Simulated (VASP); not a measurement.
# KBr (P4mm) in VASP: further runs, part 2 of 2

VASP 6.6.1.

## 4. Single point, PBE

INCAR reads:

```
ALGO = Normal
EDIFF = 1E-7
ENCUT = 520
GGA = PE
ISIF = 2
ISMEAR = 0
LASPH = T
LCHARG = F
LREAL = F
LWAVE = F
NBANDS = 15
NELM = 80
PREC = Accurate
SIGMA = 0.05
```

KPOINTS reads:

```
k-points
0
Gamma
  6 6 6
```

POSCAR reads:

```
KBr
1.0
    4.0434990000      0.0000000000      0.0000000000
    0.0000000000      4.0434990000      0.0000000000
    0.0000000000      0.0000000000      4.0434990000
K Br
1 1
Direct
   -0.0772845498      0.0000000000      0.0000000000
    0.5000000000      0.5000000000      0.5000000000
```

Potentials or basis: VASP PAW PBE potentials, release 64 (K_sv, Br).

Command:

```
cat potpaw_PBE.64/K_sv/POTCAR potpaw_PBE.64/Br/POTCAR > POTCAR
mpirun -np 1 vasp_std > vasp.out
```

OUTCAR:

```text
EDIFF = 1E-7
   ENCUT = 520
   GGA = PE
   ISIF = 2
   ISMEAR = 0
   LASPH = T
   LREAL = F
   NELM = 80
   PREC = Accurate

 ion  position               nearest neighbor table
   1  0.923  0.000  0.000-
   2  0.500  0.500  0.500-

  LATTYP: Found a simple cubic cell.
 ALAT       =     4.0434990000

  Lattice vectors:

 A1 = (   4.0434990000,   0.0000000000,   0.0000000000)
 A2 = (   0.0000000000,   4.0434990000,   0.0000000000)
 A3 = (   0.0000000000,   0.0000000000,   4.0434990000)

Analysis of symmetry for initial positions (statically):
=====================================================================
 Subroutine PRICEL returns:
 Original cell was already a primitive cell.

 Routine SETGRP: Setting up the symmetry group for a
 simple cubic supercell.

 Subroutine GETGRP returns: Found  8 space group operations
 (whereof  8 operations were pure point group operations)
 out of a pool of 48 trial point group operations.

The static configuration has the point symmetry C_4v.

Analysis of symmetry for dynamics (positions and initial velocities):
=====================================================================
 Subroutine PRICEL returns:
 Original cell was already a primitive cell.

 Routine SETGRP: Setting up the symmetry group for a
 simple cubic supercell.

 Subroutine GETGRP returns: Found  8 space group operations
 (whereof  8 operations were pure point group operations)
 out of a pool of 48 trial point group operations.

The dynamic configuration has the point symmetry C_4v.

 Subroutine INISYM returns: Found  8 space group operations
 (whereof  8 operations are pure point group operations),
 and found     1 'primitive' translations

----------------------------------------------------------------------------------------

                                     Primitive cell

  volume of cell :      66.1107

  direct lattice vectors                    reciprocal lattice vectors
[... 112 lines left out ...]
   GGA     = PE    functional components
   LHFCALC =     F    Hartree Fock is set to
   AEXX    =    0.0000 exact exchange contribution
   IVDW    =     0    specifies the selected vdW correction
   LEPSILON=     F    determine dielectric tensor
   LRPA    =     F    only Hartree local field effects (RPA)
 non-spin polarized calculation
 Gauss-broadening in eV      SIGMA  =   0.05
  energy-cutoff  :      520.00
  volume of cell :       66.11
 maximum number of plane-waves:      1800
   NGX = 15   NGY = 15   NGZ = 15

 number of electron      15.9999997 magnetization

 Free energy of the ion-electron system (eV)
  ---------------------------------------------------
  ext. energy  EPLUGINS =         0.00000000
  ---------------------------------------------------
  free energy    TOTEN  =        -6.05087211 eV

  energy without entropy =       -6.05087211  energy(sigma->0) =       -6.05087211

 E-fermi :  -0.5160     XC(G=0):  -7.8080

 val. band max:       -0.7816110315   @ k =   0.0000   0.5000   0.5000
 cond. band min:       3.1068791439   @ k =   0.0000   0.0000   0.0000
 fundamental gap:      3.8884901754
 Fermi energy:        -0.5160118488

 k-point     1 :       0.0000    0.0000    0.0000
  band No.  band energies     occupation
      1     -29.3959      2.00000
      2     -13.5796      2.00000
      3     -12.8224      2.00000
      4     -12.8224      2.00000
      5     -12.8026      2.00000
      6      -1.0554      2.00000
      7      -1.0466      2.00000
      8      -1.0466      2.00000
      9       3.1069      0.00000
     10       5.0626      0.00000
     11       5.2854      0.00000
     12       8.8419      0.00000
     13       8.9830      0.00000
     14       8.9830      0.00000
[... 401 lines left out ...]
      2     -13.6035      2.00000
      3     -12.8773      2.00000
      4     -12.8419      2.00000
      5     -12.6765      2.00000
      6      -2.1802      2.00000
      7      -1.3662      2.00000
      8      -1.3635      2.00000
      9       5.5353      0.00000
     10       6.2633      0.00000
     11       6.7902      0.00000
     12       7.7260      0.00000
     13       8.0655      0.00000
     14       8.5800      0.00000
     15      10.6115      0.00000

 [... further k-points ...]
[... 5 lines left out ...]
  --------------------------------------------------------------------------------------
  -------------------------------------------------------------------------------------
  Total        0.1404822      0.1876136      0.1876136     -0.0000000      0.0000000      0.0000000
  in kB        3.4045517      4.5467688      4.5467688     -0.0000000      0.0000000      0.0000000
  external PRESSURE =       4.1660297 kB  Pullay stress =       0.0000000 kB

 VOLUME and BASIS-vectors are now :
 -----------------------------------------------------------------------------
  energy-cutoff  :      520.00
  volume of cell :       66.11
      direct lattice vectors                 reciprocal lattice vectors
     4.043499000  0.000000000  0.000000000     0.247310559  0.000000000  0.000000000
     0.000000000  4.043499000  0.000000000     0.000000000  0.247310559  0.000000000
     0.000000000  0.000000000  4.043499000     0.000000000  0.000000000  0.247310559

 POSITION                                       TOTAL-FORCE (eV/Angst)
 -----------------------------------------------------------------------------------
      3.73100      0.00000      0.00000         0.178883      0.000000      0.000000
      2.02175      2.02175      2.02175        -0.178883      0.000000     -0.000000
 -----------------------------------------------------------------------------------
    total drift:                               -0.000310     -0.000000      0.000000

  FREE ENERGIE OF THE ION-ELECTRON SYSTEM (eV)
  ---------------------------------------------------
  free  energy   TOTEN  =        -6.0508721133 eV

  energy  without entropy=       -6.0508721133  energy(sigma->0) =       -6.05087211
```

OSZICAR:

```text
N       E                     dE             d eps       ncg     rms          rms(c)
DAV:   1     0.926485139979E+02    0.92649E+02   -0.67428E+03  1200   0.918E+02
DAV:   2    -0.177964828368E+00   -0.92826E+02   -0.87212E+02  1574   0.231E+02
DAV:   3    -0.605305765918E+01   -0.58751E+01   -0.58507E+01  1968   0.490E+01
DAV:   4    -0.625775229722E+01   -0.20469E+00   -0.20468E+00  1520   0.692E+00
DAV:   5    -0.625987354386E+01   -0.21212E-02   -0.21212E-02  1837   0.729E-01    0.276E+00
DAV:   6    -0.607672891073E+01    0.18314E+00   -0.16517E-01  1501   0.230E+00    0.202E+00
DAV:   7    -0.604702702606E+01    0.29702E-01   -0.96717E-02  1606   0.197E+00    0.991E-01
DAV:   8    -0.605053349220E+01   -0.35065E-02   -0.14625E-02  1592   0.896E-01    0.149E-01
DAV:   9    -0.605066648358E+01   -0.13299E-03   -0.44394E-04  1685   0.157E-01    0.804E-02
DAV:  10    -0.605087018303E+01   -0.20370E-03   -0.26075E-04  1291   0.118E-01    0.142E-02
DAV:  11    -0.605087123268E+01   -0.10497E-05   -0.83588E-06  1725   0.214E-02    0.750E-03
DAV:  12    -0.605087192585E+01   -0.69317E-06   -0.29417E-06  1340   0.134E-02    0.231E-03
DAV:  13    -0.605087212447E+01   -0.19862E-06   -0.21259E-07  1739   0.380E-03    0.121E-03
DAV:  14    -0.605087211330E+01    0.11169E-07   -0.10390E-07  1288   0.235E-03
   1 F= -.60508721E+01 E0= -.60508721E+01  d E =-.727923E-16
```

stdout:

```text
POSCAR found type information on POSCAR K Br
 POSCAR found :  2 types and       2 ions
 scaLAPACK will be used
 LDA part: xc-table for (Slater+PW92), standard interpolation
 POSCAR, INCAR and KPOINTS ok, starting setup
 FFT: planning ... GRIDC
 FFT: planning ... GRID_SOFT
 FFT: planning ... GRID
 WAVECAR not read
 entering main loop
```

Wall time 25 s (1 thread of Intel Xeon Platinum 8488C (Sapphire Rapids), shared host); peak memory 0.18 GiB.

What came out:

* Free energy: -6.0509 eV
* Pressure: 0.4 GPa
* Largest force: 0.179 eV/Å
* Band gap on the k mesh: 3.89 eV, indirect (least direct gap 4.15 eV)

Forces in eV/Å, atoms in the order of the input:
```
K    0.179  0.000  0.000
Br  -0.179  0.000  0.000
```

Stress tensor (GPa, compression positive):
```
0.34 0.00 0.00
0.00 0.45 0.00
0.00 0.00 0.45
```

## 5. Overview

```tsv
cell	gap on the mesh (eV)	pressure (GPa)	largest force (eV/Å)
all K atoms moved +0.062 Å, as atom 1 towards its neighbour atom 1 (K) at 4.043 Å	3.86	0.0	0.03
all K atoms moved +0.438 Å, as atom 1 towards its neighbour atom 1 (K) at 4.043 Å	3.91	0.8	0.26
all K atoms moved +0.312 Å, as atom 1 towards its neighbour atom 1 (K) at 4.043 Å	3.89	0.4	0.18
```

Alike in all rows: task single point; level PBE; potentials or basis VASP PAW PBE potentials, release 64 (K_sv, Br); no spin polarisation; k mesh 6 × 6 × 6; cutoff (eV) 520; smearing gaussian 0.05 eV.

Absolute energies hang on the potentials; compare differences alone.
